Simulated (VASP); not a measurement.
# Si48H18O in VASP: a series of runs

The runs below take Si48H18O through single point, with PBE+D3(BJ), optB86b-vdW, rev-vdW-DF2.

Program: VASP 6.6.1. These are calculated values, not measurements. Logs are shortened: lines on timing, memory, paths and dates and some standing lists are left out, and cuts for length are marked.

**1. The structure**

The cell holds a slab with vacuum, 67 atoms: a = 10.862 Å, b = 10.862 Å, c = 23.428 Å, α = 90.00°, β = 90.00°, γ = 90.00°.

The cell was built by a generator and needn't be a form met in nature.

**2. Single point, PBE+D3(BJ)**

The input, INCAR:

```
  ALGO = Fast
  EDIFF = 1E-6
  ENCUT = 400
  GGA = PE
  ISIF = 2
  ISMEAR = 0
  ISYM = 0
  IVDW = 12
  LASPH = True
  LCHARG = False
  LREAL = Auto
  LWAVE = False
  NELM = 60
  PREC = Accurate
  SIGMA = 0.03
```

The input, KPOINTS:

```
k-points
0
Gamma
  1 1 1
```

The input, POSCAR:

```
Si48H18O
1.0
    7.6805938572      7.6805938572      0.0000000000
   -7.6805938572      7.6805938572      0.0000000000
    0.0000000000      0.0000000000     23.4276500000
Si H O
48 18 1
Direct
    0.6860000000      0.3133000000      0.4097000000
    0.8148000000      0.6818000000      0.4097000000
    0.0504000000      0.9500000000      0.4292000000
    0.3178000000      0.1848000000      0.4096000000
    0.9627000000      0.5393000000      0.4387000000
    0.2090000000      0.7917000000      0.4277000000
    0.4598000000      0.0353000000      0.4388000000
    0.5403000000      0.4597000000      0.4392000000
    0.8750000000      0.3893000000      0.3773000000
    0.8842000000      0.8720000000      0.3762000000
    0.1279000000      0.1157000000      0.3757000000
    0.3885000000      0.3758000000      0.3778000000
    0.1145000000      0.6287000000      0.3780000000
    0.3704000000      0.8859000000      0.3765000000
    0.6102000000      0.1238000000      0.3778000000
    0.6239000000      0.6115000000      0.3775000000
    0.9990000000      0.2514000000      0.3239000000
    0.0040000000      0.7497000000      0.3128000000
    0.2502000000      0.9972000000      0.3118000000
    0.4993000000      0.2495000000      0.3126000000
    0.2492000000      0.5003000000      0.3250000000
    0.4997000000      0.7508000000      0.3247000000
    0.7486000000      0.0006000000      0.3241000000
    0.7498000000      0.5009000000      0.3123000000
    0.8731000000      0.1266000000      0.2646000000
    0.8776000000      0.6250000000      0.2572000000
    0.1239000000      0.8759000000      0.2555000000
    0.3755000000      0.1232000000      0.2567000000
    0.1268000000      0.3738000000      0.2645000000
    0.3734000000      0.6264000000      0.2650000000
    0.6265000000      0.8731000000      0.2644000000
    0.6230000000      0.3766000000      0.2566000000
    0.7508000000      0.2491000000      0.2026000000
    0.7494000000      0.7510000000      0.2026000000
    0.9959000000      0.0039000000      0.2025000000
    0.2488000000      0.2511000000      0.2025000000
    0.0035000000      0.4969000000      0.2028000000
    0.2518000000      0.7481000000      0.2022000000
    0.5033000000      0.9964000000      0.2027000000
    0.4958000000      0.5040000000      0.2027000000
    0.8750000000      0.3750000000      0.1455000000
    0.8750000000      0.8750000000      0.1455000000
    0.1250000000      0.1250000000      0.1455000000
    0.3750000000      0.3750000000      0.1455000000
    0.1250000000      0.6250000000      0.1455000000
    0.3750000000      0.8750000000      0.1455000000
    0.6250000000      0.1250000000      0.1455000000
    0.6250000000      0.6250000000      0.1455000000
    0.9516000000      0.2984000000      0.1067000000
    0.7984000000      0.4516000000      0.1067000000
    0.9516000000      0.7984000000      0.1067000000
    0.7984000000      0.9516000000      0.1067000000
    0.2016000000      0.0484000000      0.1067000000
    0.0484000000      0.2016000000      0.1067000000
    0.4516000000      0.2984000000      0.1067000000
    0.2984000000      0.4516000000      0.1067000000
    0.2016000000      0.5484000000      0.1067000000
    0.0484000000      0.7016000000      0.1067000000
    0.4516000000      0.7984000000      0.1067000000
    0.2984000000      0.9516000000      0.1067000000
    0.7016000000      0.0484000000      0.1067000000
    0.5484000000      0.2016000000      0.1067000000
    0.7016000000      0.5484000000      0.1067000000
    0.5484000000      0.7016000000      0.1067000000
    0.3059000000      0.8027000000      0.5128000000
    0.0138000000      0.9878000000      0.4885000000
    0.2487000000      0.7477000000      0.4938000000
```

Potentials or basis: VASP PAW PBE potentials, release 64 (Si, H, O).

Run with:

```sh
cat potpaw_PBE.64/Si/POTCAR potpaw_PBE.64/H/POTCAR potpaw_PBE.64/O/POTCAR > POTCAR
mpirun -np 8 vasp_gam > vasp.out
```

OUTCAR:

```text
EDIFF = 1E-6
   ENCUT = 400
   GGA = PE
   ISIF = 2
   ISMEAR = 0
   ISYM = 0
   IVDW = 12
   LASPH = True
   LREAL = Auto
   NELM = 60
   PREC = Accurate
 IVDW          = 12

 ion  position               nearest neighbor table
   1  0.686  0.313  0.410-   9 2.34  15 2.34   8 2.35  20 3.13  24 3.14
   2  0.815  0.682  0.410-   5 2.33  16 2.33  10 2.34  24 3.09
   3  0.050  0.950  0.429-  66 1.50  10 2.35  11 2.35   6 2.43
   4  0.318  0.185  0.410-  11 2.33  12 2.33   7 2.34  20 3.09
   5  0.963  0.539  0.439-   2 2.33   9 2.37  13 2.38
   6  0.209  0.792  0.428-  67 1.68  13 2.35  14 2.36   3 2.43
   7  0.460  0.035  0.439-   4 2.34  15 2.37  14 2.39
   8  0.540  0.460  0.439-   1 2.35  12 2.37  16 2.37
   9  0.875  0.389  0.377-   1 2.34  17 2.37   5 2.37  24 2.37
  10  0.884  0.872  0.376-   2 2.34   3 2.35  23 2.37  18 2.38
  11  0.128  0.116  0.376-   4 2.33   3 2.35  17 2.37  19 2.38
  12  0.389  0.376  0.378-   4 2.33   8 2.37  21 2.38  20 2.38
  13  0.114  0.629  0.378-  18 2.35   6 2.35  21 2.37   5 2.38
  14  0.370  0.886  0.377-  19 2.34   6 2.36  22 2.37   7 2.39
  15  0.610  0.124  0.378-   1 2.34  23 2.37   7 2.37  20 2.38
  16  0.624  0.611  0.377-   2 2.33   8 2.37  22 2.37  24 2.38
  17  0.999  0.251  0.324-  11 2.37   9 2.37  29 2.37  25 2.37
  18  0.004  0.750  0.313-  27 2.32  26 2.33  13 2.35  10 2.38
  19  0.250  0.997  0.312-  27 2.31  28 2.32  14 2.34  11 2.38
  20  0.499  0.249  0.313-  28 2.32  32 2.33  15 2.38  12 2.38   4 3.09   1 3.13
  21  0.249  0.500  0.325-  13 2.37  12 2.38  29 2.38  30 2.38
  22  0.500  0.751  0.325-  14 2.37  16 2.37  31 2.38  30 2.38
  23  0.749  0.001  0.324-  10 2.37  31 2.37  15 2.37  25 2.38
  24  0.750  0.501  0.312-  26 2.33  32 2.33   9 2.37  16 2.38   2 3.09   1 3.14
  25  0.873  0.127  0.265-  17 2.37  23 2.38  33 2.38  35 2.38
  26  0.878  0.625  0.257-  24 2.33  18 2.33  37 2.33  34 2.33
  27  0.124  0.876  0.255-  19 2.31  18 2.32  35 2.33  38 2.33
  28  0.376  0.123  0.257-  19 2.32  20 2.32  39 2.33  36 2.33
  29  0.127  0.374  0.264-  17 2.37  36 2.38  21 2.38  37 2.38
  30  0.373  0.626  0.265-  38 2.38  22 2.38  40 2.38  21 2.38
[... 16 lines left out ...]
  47  0.625  0.125  0.145-  61 1.49  62 1.49  33 2.34  39 2.34
  48  0.625  0.625  0.145-  63 1.49  64 1.49  34 2.34  40 2.34
  49  0.952  0.298  0.107-  41 1.49
  50  0.798  0.452  0.107-  41 1.49
  51  0.952  0.798  0.107-  42 1.49
  52  0.798  0.952  0.107-  42 1.49
  53  0.202  0.048  0.107-  43 1.49
  54  0.048  0.202  0.107-  43 1.49
[... 10 lines left out ...]
  65  0.306  0.803  0.513-  67 0.97
  66  0.014  0.988  0.489-   3 1.50
  67  0.249  0.748  0.494-  65 0.97   6 1.68

IMPORTANT INFORMATION: All symmetrisations will be switched off!
NOSYMM: (Re-)initialisation of all symmetry stuff for point group C_1.

----------------------------------------------------------------------------------------

                                     Primitive cell

  volume of cell :    2764.0655

  direct lattice vectors                    reciprocal lattice vectors
     7.680593857  7.680593857  0.000000000     0.065099133  0.065099133  0.000000000
    -7.680593857  7.680593857  0.000000000    -0.065099133  0.065099133  0.000000000
     0.000000000  0.000000000 23.427650000     0.000000000  0.000000000  0.042684606

  length of vectors
    10.862000000 10.862000000 23.427650000     0.092064077  0.092064077  0.042684606

  position of ions in fractional coordinates (direct lattice)
     0.686000000  0.313300000  0.409700000
     0.814800000  0.681800000  0.409700000
     0.050400000  0.950000000  0.429200000
     0.317800000  0.184800000  0.409600000
     0.962700000  0.539300000  0.438700000
     0.209000000  0.791700000  0.427700000
[... 59 lines left out ...]
     0.013800000  0.987800000  0.488500000
     0.248700000  0.747700000  0.493800000

  ion indices of the primitive-cell ions
   primitive index   ion index
                 1           1
                 2           2
                 3           3
                 4           4
                 5           5
                 6           6
[... 59 lines left out ...]
                66          66
                67          67

----------------------------------------------------------------------------------------

 KPOINTS: k-points

Automatic generation of k-mesh.
 Grid dimensions read from file:
 generate k-points for:    1    1    1

 Generating k-lattice:

  Cartesian coordinates                     Fractional coordinates (reciprocal lattice)
     0.065099133  0.065099133  0.000000000     1.000000000  0.000000000  0.000000000
    -0.065099133  0.065099133  0.000000000     0.000000000  1.000000000  0.000000000
     0.000000000  0.000000000  0.042684606     0.000000000  0.000000000  1.000000000

  Length of vectors
     0.092064077  0.092064077  0.042684606

  Shift w.r.t. Gamma in fractional coordinates (k-lattice)
     0.000000000  0.000000000  0.000000000

 Subroutine IBZKPT returns following result:
 ===========================================

 Found      1 irreducible k-points:

 Following reciprocal coordinates:
            Coordinates               Weight
  0.000000  0.000000  0.000000      1.000000
   k-points           NKPTS =      1   k-points in BZ     NKDIM =      1   number of bands    NBANDS=    144
   number of dos      NEDOS =    301   number of ions     NIONS =     67
   total plane-waves  NPLWV = 829440
   dimension x,y,z NGX =    72 NGY =   72 NGZ =  160
   dimension x,y,z NGXF=   144 NGYF=  144 NGZF=  320
   ions per type =              48  18   1
   NGX,Y,Z   is equivalent  to a cutoff of  11.02, 11.02, 11.35 a.u.
   NGXF,Y,Z  is equivalent  to a cutoff of  22.04, 22.04, 22.71 a.u.
 SYSTEM =  unknown system
   PREC   = accura    normal or accurate (medium, high low for compatibility)
   ISTART =      0    job   : 0-new  1-cont  2-samecut
   ICHARG =      2    charge: 1-file 2-atom 10-const
   ISPIN  =      1    spin polarized calculation?
   LNONCOLLINEAR =      F non collinear calculations
   LSORBIT =      F    spin-orbit coupling
   LASPH  =      T    aspherical Exc in radial PAW
   ENCUT  =  400.0 eV  29.40 Ry    5.42 a.u.  17.71 17.71 38.20*2*pi/ulx,y,z
   NELM   =     60;   NELMIN=  2; NELMDL= -5     # of ELM steps
   EDIFF  = 0.1E-05   stopping-criterion for ELM
   LREAL  =      T    real-space projection
   EDIFFG = 0.1E-04   stopping-criterion for IOM
   NSW    =      0    number of steps for IOM
   IBRION =     -1    ionic relax: 0-MD 1-quasi-New 2-CG
   NFREE  =      0    steps in history (QN), initial steepest desc. (CG)
   ISIF   =      2    stress and relaxation
   ISYM   =      0    0-nonsym 1-usesym 2-fastsym
   POTIM  = 0.5000    time-step for ionic-motion
   TEBEG  =    0.0;   TEEND  =   0.0 temperature during run
   PSTRESS=    0.0 pullay stress
   NELECT =     216.0000    total number of electrons
   NUPDOWN=      -1.0000    fix difference up-down
   EMIN   =  10.00;   EMAX   =-10.00  energy-range for DOS
   EFERMI =   0.00;   METHOD = LEGACY
   ISMEAR =     0;   SIGMA  =   0.03  broadening in eV -4-tet -1-fermi 0-gaus
   EFERMI_NEDOS =   21; number of points for ismear=-14 and -15
   IALGO  =     68    algorithm
   IMIX   =      4    mixing-type and parameters
     AMIX     =   0.40;   BMIX     =  1.00
     AMIX_MAG =   1.60;   BMIX_MAG =  1.00
  volume/ion in A,a.u.               =      41.25       278.40
  Fermi-wavevector in a.u.,A,eV,Ry     =   0.699912  1.322641  6.665175  0.489877
  Thomas-Fermi vector in A             =   1.783921
   LORBIT       =      0    0 simple, 1 ext, 2 COOP (PROOUT), +10 PAW based schemes
   GGA     = PE    functional components
   LHFCALC =     F    Hartree Fock is set to
   AEXX    =    0.0000 exact exchange contribution
   IVDW    =    12    specifies the selected vdW correction
   LEPSILON=     F    determine dielectric tensor
   LRPA    =     F    only Hartree local field effects (RPA)
 non-spin polarized calculation
 RMM-DIIS sequential band-by-band and
 Gauss-broadening in eV      SIGMA  =   0.03
  energy-cutoff  :      400.00
  volume of cell :     2764.07
 maximum number of plane-waves:     25105
 NGX is ok and might be reduce to    70
   NGX = 35   NGY = 35   NGZ = 77

 number of electron     215.9999962 magnetization

 Free energy of the ion-electron system (eV)
  ---------------------------------------------------
  ext. energy  EPLUGINS =         0.00000000
  ---------------------------------------------------
  free energy    TOTEN  =      -316.22465290 eV

  energy without entropy =     -316.22465290  energy(sigma->0) =     -316.22465290

 E-fermi :  -1.0484     XC(G=0):  -4.1453

 val. band max:       -1.2002876095   @ k =   0.0000   0.0000   0.0000
 cond. band min:      -0.7126010701   @ k =   0.0000   0.0000   0.0000
 fundamental gap:      0.4876865394
 Fermi energy:        -1.0483529756

 k-point     1 :       0.0000    0.0000    0.0000
  band No.  band energies     occupation
      1     -21.4120      2.00000
      2     -12.6490      2.00000
      3     -11.8084      2.00000
      4     -11.8023      2.00000
      5     -11.7389      2.00000
      6     -11.3683      2.00000
[... 112 lines left out ...]
    119       0.9989      0.00000
    120       1.0293      0.00000
 [bands above 120 left out]

------------------------ aborting loop because EDIFF is reached ----------------------------------------

 Edisp (eV)  -12.62208

 E8    (eV) :    -5.2591

  FORCE on cell =-STRESS in cart. coord.  units (eV):
  Direction    XX          YY          ZZ          XY          YZ          ZX
  --------------------------------------------------------------------------------------
  -------------------------------------------------------------------------------------
  Total      15.78085     4.26062    -2.52021     0.01670     0.25026     0.10134
  in kB       9.14729     2.46965    -1.46083     0.00968     0.14506     0.05874
  external pressure =        3.39 kB  Pullay stress =        0.00 kB

 VOLUME and BASIS-vectors are now :
 -----------------------------------------------------------------------------
  energy-cutoff  :      400.00
  volume of cell :     2764.07
      direct lattice vectors                 reciprocal lattice vectors
     7.680593857  7.680593857  0.000000000     0.065099133  0.065099133  0.000000000
    -7.680593857  7.680593857  0.000000000    -0.065099133  0.065099133  0.000000000
     0.000000000  0.000000000 23.427650000     0.000000000  0.000000000  0.042684606

 POSITION                                       TOTAL-FORCE (eV/Angst)
 -----------------------------------------------------------------------------------
      2.86256      7.67522      9.59831         0.003453     -0.007591     -0.017412
      1.02152     11.49478      9.59831        -0.002773      0.004859     -0.005056
     -6.90946      7.68367     10.05515         0.016598      0.003185     -0.000398
      1.02152      3.86027      9.59597         0.001357      0.006865      0.013773
      3.25196     11.53625     10.27771        -0.000311     -0.000468     -0.004418
     -4.47548      7.68597     10.02001        -0.020283     -0.027615     -0.004976
[... 59 lines left out ...]
     -7.48090      7.69288     11.44441         0.005348      0.000483     -0.009945
     -3.83262      7.65294     11.56857        -0.012383     -0.120721     -0.117722
 -----------------------------------------------------------------------------------
    total drift:                                0.004681     -0.001614     -0.037424

  FREE ENERGIE OF THE ION-ELECTRON SYSTEM (eV)
  ---------------------------------------------------
  free  energy   TOTEN  =      -328.8467368762 eV

  energy  without entropy=     -328.8467368762  energy(sigma->0) =     -328.84673688
```

It took 49 s on 8 MPI ranks of AMD EPYC 9R45 (Zen 5), shared host; peak memory 0.42 GiB.

What came out:

- Free energy: -328.8467 eV
- Largest force: 0.336 eV/Å
- Band gap on the k mesh: 0.49 eV, direct
- Dispersion energy per atom: -0.188 eV

Forces in eV/Å, atoms in the order of the input:
```
Si   0.003 -0.008 -0.017
Si  -0.003  0.005 -0.005
Si   0.017  0.003  0.000
Si   0.001  0.007  0.014
Si   0.000  0.000 -0.004
Si  -0.020 -0.028 -0.005
Si  -0.018 -0.012  0.008
Si  -0.006  0.003  0.006
Si  -0.011 -0.005 -0.020
Si   0.007  0.006 -0.007
Si  -0.008  0.005 -0.013
Si  -0.006 -0.013 -0.013
Si   0.005  0.003 -0.003
Si  -0.001 -0.007 -0.012
Si   0.013  0.020 -0.004
Si   0.004 -0.002  0.003
Si   0.008  0.006  0.012
Si  -0.008 -0.009  0.002
Si  -0.001 -0.006  0.008
Si  -0.007  0.021 -0.004
Si   0.003  0.001  0.012
Si   0.003 -0.001 -0.012
Si   0.001  0.000  0.008
Si   0.018 -0.009  0.014
Si  -0.001  0.000 -0.006
Si   0.004 -0.001 -0.008
Si   0.004  0.002 -0.003
Si  -0.001 -0.012 -0.005
Si  -0.003  0.004 -0.006
Si   0.000  0.004  0.001
Si  -0.002 -0.010 -0.002
Si  -0.011 -0.001  0.002
Si   0.002 -0.003 -0.010
Si   0.000  0.003 -0.001
Si   0.003  0.003 -0.001
Si   0.001  0.004  0.001
Si  -0.003  0.003  0.005
Si  -0.007  0.007  0.012
Si   0.001  0.000  0.008
Si   0.009  0.001  0.005
Si   0.267  0.021 -0.014
Si  -0.316 -0.023 -0.095
Si  -0.318  0.009 -0.075
Si  -0.300 -0.006 -0.062
Si   0.317 -0.009 -0.099
Si   0.321 -0.005 -0.097
Si   0.280 -0.017 -0.039
Si  -0.273  0.009 -0.024
H   -0.270 -0.019 -0.004
H    0.248  0.020  0.079
H   -0.248  0.036  0.081
H    0.277 -0.032 -0.017
H   -0.248 -0.033  0.084
H    0.276  0.029 -0.017
H   -0.247  0.027  0.082
H    0.282 -0.033 -0.009
H   -0.284  0.011 -0.019
H    0.250 -0.019  0.077
H   -0.286 -0.012 -0.021
H    0.251  0.020  0.078
H   -0.272  0.021 -0.008
H    0.248 -0.021  0.079
H   -0.248 -0.031  0.080
H    0.280  0.039 -0.001
H    0.028  0.158  0.133
H    0.005  0.000 -0.010
O   -0.012 -0.121 -0.118
```

Levels at points of the mesh, in eV from the valence-band top:
```tsv
k point	band 105	band 106	band 107	band 108	band 109	band 110	band 111	band 112
(0.00, 0.00, 0.00)	-0.37	-0.25	-0.10	0.00	0.49	1.15	1.22	1.29
```

Caveat: the cutoff is under 1.25 times the usual one of these potentials, so pressure, stress and relaxed cells hold a basis-set (Pulay) error.

**3. Single point, optB86b-vdW**

The input, INCAR:

```
  AGGAC = 0.0
  ALGO = Fast
  EDIFF = 1E-6
  ENCUT = 400
  GGA = MK
  ISIF = 2
  ISMEAR = 0
  ISYM = 0
  LASPH = True
  LCHARG = False
  LREAL = Auto
  LUSE_VDW = True
  LWAVE = False
  NELM = 60
  PARAM1 = 0.1234
  PARAM2 = 1.0
  PREC = Accurate
  SIGMA = 0.03
```

KPOINTS is that of step 2.

POSCAR is that of step 2.

Potentials or basis: VASP PAW PBE potentials, release 64 (Si, H, O).

Run with:

```sh
cat potpaw_PBE.64/Si/POTCAR potpaw_PBE.64/H/POTCAR potpaw_PBE.64/O/POTCAR > POTCAR
mpirun -np 8 vasp_gam > vasp.out
```

It took 3.5 min on 8 MPI ranks of AMD EPYC 9R45 (Zen 5), shared host; peak memory 0.83 GiB.

Results (log left out):

```yaml
Free_energy: -256.7235 eV
Largest_force: 0.361 eV/Å
Band_gap_on_the_k_mesh: 0.50 eV, direct
```

Forces in eV/Å, atoms in the order of the input:
```
Si  -0.054 -0.009 -0.040
Si   0.056 -0.001 -0.048
Si   0.019  0.002  0.042
Si   0.063  0.014 -0.029
Si  -0.015  0.002  0.094
Si  -0.016 -0.042  0.027
Si  -0.036 -0.008  0.098
Si   0.019  0.003  0.106
Si  -0.024 -0.032  0.039
Si   0.001 -0.038  0.048
Si  -0.015  0.047  0.042
Si   0.003 -0.046  0.046
Si   0.015 -0.006  0.049
Si   0.007  0.004  0.037
Si   0.000  0.047  0.055
Si   0.013  0.031  0.063
Si   0.010  0.004  0.023
Si  -0.035 -0.044  0.048
Si  -0.029  0.029  0.053
Si  -0.011  0.011  0.101
Si   0.005 -0.002  0.021
Si   0.006  0.001 -0.003
Si   0.004  0.002  0.020
Si   0.012  0.002  0.114
Si  -0.003 -0.001 -0.010
Si  -0.004  0.000 -0.026
Si   0.009  0.001 -0.026
Si  -0.008 -0.013 -0.024
Si   0.000  0.005 -0.010
Si  -0.005  0.003 -0.003
Si   0.001 -0.011 -0.007
Si  -0.001  0.000 -0.020
Si   0.012 -0.003 -0.034
Si  -0.009  0.004 -0.025
Si  -0.009  0.002 -0.021
Si  -0.009  0.003 -0.022
Si   0.008  0.003 -0.017
Si   0.003  0.007 -0.010
Si   0.013  0.000 -0.014
Si  -0.002  0.001 -0.017
Si   0.271  0.021 -0.071
Si  -0.321 -0.023 -0.152
Si  -0.323  0.009 -0.131
Si  -0.304 -0.006 -0.119
Si   0.322 -0.010 -0.156
Si   0.326 -0.005 -0.154
Si   0.285 -0.016 -0.096
Si  -0.276  0.010 -0.080
H   -0.315 -0.019 -0.029
H    0.291  0.020  0.054
H   -0.291  0.037  0.056
H    0.322 -0.032 -0.042
H   -0.291 -0.034  0.059
H    0.321  0.029 -0.042
H   -0.290  0.028  0.056
H    0.326 -0.033 -0.034
H   -0.328  0.011 -0.045
H    0.293 -0.019  0.052
H   -0.331 -0.011 -0.047
H    0.293  0.020  0.053
H   -0.317  0.021 -0.033
H    0.291 -0.022  0.054
H   -0.291 -0.032  0.054
H    0.325  0.039 -0.026
H    0.047  0.243  0.225
H   -0.018  0.001  0.052
O   -0.015 -0.198 -0.178
```

Levels at points of the mesh, in eV from the valence-band top:
| k point | band 105 | band 106 | band 107 | band 108 | band 109 | band 110 | band 111 | band 112 |
| --- | --- | --- | --- | --- | --- | --- | --- | --- |
| (0.00, 0.00, 0.00) | -0.37 | -0.25 | -0.10 | 0.00 | 0.50 | 1.15 | 1.25 | 1.29 |

Caveat: the cutoff is under 1.25 times the usual one of these potentials, so pressure, stress and relaxed cells hold a basis-set (Pulay) error; the PAW data sets were made with another functional, which shifts forces and pressure a little.

[end of part 1 of 2]
